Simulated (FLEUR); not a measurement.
ZrS: equation of state with SCAN

The system is ZrS.

```
CELL_PARAMETERS angstrom
0.00000 2.62500 2.62500
2.62500 0.00000 2.62500
2.62500 2.62500 0.00000
ATOMIC_POSITIONS crystal
Zr 0.00000 0.00000 0.00000
S 0.50000 0.50000 0.50000
```

```
Program             : FLEUR MaX-R8.1 (later development tree)
Task                : equation of state
Functional          : SCAN
Potentials or basis : all-electron
Basis               : FLAPW
Kmax                : 5.13 1/bohr
k mesh              : 9 × 9 × 9
Occupations         : fermi-dirac, width 0.05 eV
Spin                : no spin polarisation
```

The equilibrium volume is 17.76 Å³/atom and the bulk modulus is 141 GPa.

Energy against volume, from the lowest point:
| volume (Å³/atom) | energy (meV/atom) |
| --- | --- |
| 17.003 | 12.66 |
| 17.364 | 1.35 |
| 18.088 | 0.00 |
| 18.811 | 22.20 |
| 19.173 | 40.89 |

Caveat: the meta-GGA is that of a development version, with a GGA for the radial functions and cores and without core tails.
